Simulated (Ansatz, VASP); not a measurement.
## Mg7O: VASP beside Ansatz

Contents of INCAR:

```
SYSTEM = Mg7O
ALGO = Normal ; EDIFF = 1E-6
ENCUT = 520 ; GGA = PE
ISIF = 2 ; ISMEAR = 0
ISPIN = 2 ; LASPH = .TRUE.
LCHARG = .FALSE. ; LORBIT = 11
LREAL = .FALSE. ; LWAVE = .FALSE.
MAGMOM = 0 0 0 0 0 0 0 1 ; NBANDS = 24
NELM = 150 ; PREC = Accurate
SIGMA = 0.1
```

KPOINTS

```
k-points
0
G
  4 4 4
  0 0 0
```

File POSCAR:

```
Mg7O
1.0
    0.0000000000      4.3227189690      4.3227189690
    4.3227189690      0.0000000000      4.3227189690
    4.3227189690      4.3227189690      0.0000000000
Mg O
7 1
Direct
    0.0000000000      0.0000000000      0.5000000000
    0.5000000000      0.0000000000      0.5000000000
    0.0000000000      0.5000000000      0.5000000000
    0.5000000000      0.5000000000      0.0000000000
    0.0000000000      0.5000000000      0.0000000000
    0.5000000000      0.0000000000      0.0000000000
    0.5000000000      0.5000000000      0.5000000000
    0.0000000000      0.0000000000      0.0000000000
```

Input for Ansatz:

```yaml
crystal:
  lattice:
    - [0.0, 4.322718969, 4.322718969]
    - [4.322718969, 0.0, 4.322718969]
    - [4.322718969, 4.322718969, 0.0]
  atoms:
    - { symbol: Mg, position: [0.0, 0.0, 0.5] }
    - { symbol: Mg, position: [0.5, 0.0, 0.5] }
    - { symbol: Mg, position: [0.0, 0.5, 0.5] }
    - { symbol: Mg, position: [0.5, 0.5, 0.0] }
    - { symbol: Mg, position: [0.0, 0.5, 0.0] }
    - { symbol: Mg, position: [0.5, 0.0, 0.0] }
    - { symbol: Mg, position: [0.5, 0.5, 0.5] }
    - { symbol: O, position: [0.0, 0.0, 0.0], spin: 1.0 }
basis:
  ecutwfc: 420
kpoints:
  mp_grid: { grid: [4, 4, 4] }
hamiltonian:
  xc: pbe
scf:
  occupations: { method: gaussian, width: 0.1 }
  lower_state_search: "off"
output:
  forces: true
  stress: true
  eigenvalues: true
  populations: true
magnetization:
  spin_polarized: true
```

Change from the starting cell: species swapped into the Zn7Mo type (Fm-3m, No. 225).

Alike in both runs: task single point; functional PBE; k mesh 4 × 4 × 4; occupations gaussian, width 0.1 eV; collinear spin.

|  | VASP | Ansatz |
| --- | --- | --- |
| version | VASP 6.6.1 | Ansatz 0.2.0 |
| potentials or method | VASP PAW PBE potentials, release 64 (Mg, O) | scalar-relativistic, plane waves, PAW |
| plane-wave cutoff (eV) | 520 | 420 |
| valence electrons in the cell | 20 | 76 |

|  | VASP | Ansatz | Ansatz less VASP |
| --- | --- | --- | --- |
| gap on the k mesh at the Fermi level (eV) | none | none | - |
| pressure (GPa) | 0.0 | 0.2 | +0.14 |
| net moment per atom (μB) | 0.00 | 0.00 | 0.000 |

A gap of «none» marks a metal or a gap that the smearing closes. The functional is the same, so the differences come from potentials, cutoffs and numerics. The two sets of potentials don't hold the same shells in valence. Ansatz warned: «seeded_moment_not_kept».
